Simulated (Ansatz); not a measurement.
The equilibrium volume of GaSb, sorted by core time

The structure is cubic, space group F-43m (No. 216). Conventional cell: a = 6.118 Å, b = 6.118 Å, c = 6.118 Å, α = 90.00°, β = 90.00°, γ = 90.00°. Sb (site symmetry -43m) is surrounded by 4 Ga at 2.65 Å. Ga (site symmetry -43m) is surrounded by 4 Sb at 2.65 Å.

| rung | level | program and potentials | cutoff (eV) | k mesh | smearing | task | spin | core time | chip | equilibrium volume (Å³/atom) | miss | notes |
| --- | --- | --- | --- | --- | --- | --- | --- | --- | --- | --- | --- | --- |
| GGA + dispersion | PBEsol+D4 | Ansatz, Ansatz PAW | 420 | 8 × 8 × 8 | fermi-dirac 0.05 | relaxation of cell and atoms | off | 13 s | Arm Neoverse V1 | (a) | ? | potentials made for PBE, which Ansatz adapts in part |
| GGA + dispersion | BLYP+D4 | Ansatz, Ansatz PAW | 420 | 8 × 8 × 8 | fermi-dirac 0.05 | relaxation of cell and atoms | off | 21 s | Intel Xeon | 28.84 | +1.8 % | potentials made for PBE, which Ansatz adapts in part |
| GGA | PBE | Ansatz, Ansatz PAW, small cores where the set has them | 420 | 8 × 8 × 8 | fermi-dirac 0.05 | equation of state | off | 22 s | Arm Neoverse V1 | 30.01 | +6.0 % | - |
| GGA + dispersion | PBE+D3(BJ) | Ansatz, Ansatz PAW | 420 | 8 × 8 × 8 | fermi-dirac 0.05 | relaxation of cell and atoms | off | 23 s | Intel Xeon | 28.79 | +1.7 % | - |
| GGA + dispersion | RPBE+D3(BJ) | Ansatz, Ansatz PAW | 420 | 8 × 8 × 8 | fermi-dirac 0.05 | relaxation of cell and atoms | off | 30 s | Intel Xeon | 25.67 | -9.4 % | potentials made for PBE, which Ansatz adapts in part |
| GGA | PBE | Ansatz, PseudoDojo standard | 1088 | 8 × 8 × 8 | fermi-dirac 0.05 | equation of state | off | 61 s | Arm Neoverse V1 | (b) | ? | - |
| hybrid | HSEsol | Ansatz, Ansatz PAW | 420 | 4 × 4 × 4 | fermi-dirac 0.05 | relaxation of cell and atoms | off | 1.8 min | Intel Xeon | 28.16 | -0.6 % | coarse mesh; potentials made for PBE, which Ansatz adapts in part |
| GGA | PBEsol | Ansatz, Ansatz PAW | 420 | 8 × 8 × 8 | fermi-dirac 0.05 | equation of state | SOC, no magnetisation | 1.9 min | Arm Neoverse V2 | 28.56 | +0.8 % | potentials made for PBE, which Ansatz adapts in part |
| hybrid | PBE0 | Ansatz, Ansatz PAW | 420 | 4 × 4 × 4 | fermi-dirac 0.05 | relaxation of cell and atoms | off | 2 min | Intel Xeon | 28.93 | +2.2 % | coarse mesh; potentials made for PBE, which Ansatz adapts in part |
| hybrid | B3LYP | Ansatz, Ansatz PAW | 420 | 4 × 4 × 4 | fermi-dirac 0.05 | relaxation of cell and atoms | off | 2.1 min | Intel Xeon | 30.89 | +9.1 % | coarse mesh; potentials made for PBE, which Ansatz adapts in part |
| GGA | PBEsol | Ansatz, PseudoDojo PBEsol stringent | 1551 | 8 × 8 × 8 | fermi-dirac 0.05 | equation of state | off | 2.7 min | Arm Neoverse V2 | 28.56 | +0.8 % | - |
| hybrid | BHLYP | Ansatz, Ansatz PAW | 420 | 4 × 4 × 4 | fermi-dirac 0.05 | equation of state | off | 3.1 min | Arm Neoverse V2 | 29.40 | +3.8 % | coarse mesh; potentials made for PBE, which Ansatz adapts in part |

Times are single runs on shared hosts and different chips, so they are rough; meshes, cutoffs and the tasks' sizes weigh on the time. Smearing widths are in eV. For a metal such meshes aren't converged. Meshes differ between rows, which moves values too. Meshes are those of the run's cell of 2 atoms unless a note names another. Relaxations start from the cell shown or near it and stop with a little pressure left. The cell shown, of 28.62 Å³ an atom, is the runs' start and not the measured value. Misses use the values as printed. Runs on faulty files, with rough fits or with known faults for this quantity aren't shown.

Measured: 28.32 Å³/atom at 300 K (a printed reference work). The runs are for a static lattice.

Estimate the values left out from the other rows.

(a) 27.84 Å³/atom, miss -1.7 %; (b) 30.02 Å³/atom, miss +6.0 %.
